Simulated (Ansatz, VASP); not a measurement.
**Two plane-wave programs on CdSe**

INCAR

```
ALGO     = Normal         # electronic algorithm
EDIFF    = 1E-7           # SCF threshold, eV
EDIFFG   = -0.02          # ionic threshold
ENCUT    = 600            # plane-wave cutoff, eV
GGA      = PE             # functional
IBRION   = 2              # ionic algorithm
ISIF     = 3              # what is computed and relaxed
ISMEAR   = 0              # smearing method
IVDW     = 12             # dispersion correction
LASPH    = T              # aspherical terms in the spheres
LCHARG   = F              # write CHGCAR
LREAL    = F              # projectors in reciprocal space
LWAVE    = F              # write WAVECAR
NELM     = 100            # most SCF steps
NSW      = 70             # ionic steps
PREC     = Accurate       # precision mode
SIGMA    = 0.02           # smearing width, eV
```

The input KPOINTS:

```
k-points
0
Gamma
  6 6 4
```

File POSCAR:

```
CdSe
1.0
    4.2985000000      0.0000000000      0.0000000000
   -2.1492500000      3.7226100000      0.0000000000
    0.0000000000      0.0000000000      7.0152000000
Cd Se
2 2
Direct
    0.6666670000      0.3333330000      0.0000000000
    0.3333330000      0.6666670000      0.5000000000
    0.6666670000      0.3333330000      0.3750000000
    0.3333330000      0.6666670000      0.8750000000
```

Input for Ansatz:

```yaml
crystal:
  lattice:
    - [4.2985, 0.0, 0.0]
    - [-2.14925, 3.72261, 0.0]
    - [0.0, 0.0, 7.0152]
  atoms:
    - { symbol: Cd, position: [0.666667, 0.333333, 0.0] }
    - { symbol: Cd, position: [0.333333, 0.666667, 0.5] }
    - { symbol: Se, position: [0.666667, 0.333333, 0.375] }
    - { symbol: Se, position: [0.333333, 0.666667, 0.875] }
basis:
  ecutwfc: 420
kpoints:
  mp_grid: { grid: [6, 6, 4] }
hamiltonian:
  xc: pbe
  dispersion: d3bj
scf:
  occupations: { method: gaussian, width: 0.02 }
output:
  forces: true
  stress: true
  eigenvalues: true
relax:
  adjacent_minimum: "off"
  f_tol: 0.02
  max_steps: 50
  cell: { stress_tol: 0.1 }
```

Alike in both runs: task relaxation of cell and atoms; functional PBE; dispersion D3(BJ); k mesh 6 × 6 × 4; occupations gaussian, width 0.02 eV; no spin polarisation.

```csv
,VASP,Ansatz
version,VASP 6.6.1,Ansatz 0.2.0
potentials or method,"VASP PAW PBE potentials, release 64 (Cd, Se)","scalar-relativistic, plane waves, PAW"
plane-wave cutoff (eV),600,420
valence electrons in the cell,36,72
```

```csv
,VASP,Ansatz,Ansatz less VASP
"gap on the k mesh at the Fermi level, each at its own relaxed structure (eV)",0.62,0.63,+0.012
relaxed volume (Å³/atom),28.71,28.57,-0.141
relaxed cell length with the largest relative difference (Å),4.329,4.322,-0.0071
energy change over the relaxation (meV/atom),-2,-1,+1.0
```

The two sets of potentials don't hold the same shells in valence. Ansatz warned: «structure_snapped_to_symmetry».

Zero-point motion and thermal expansion aren't in these numbers.
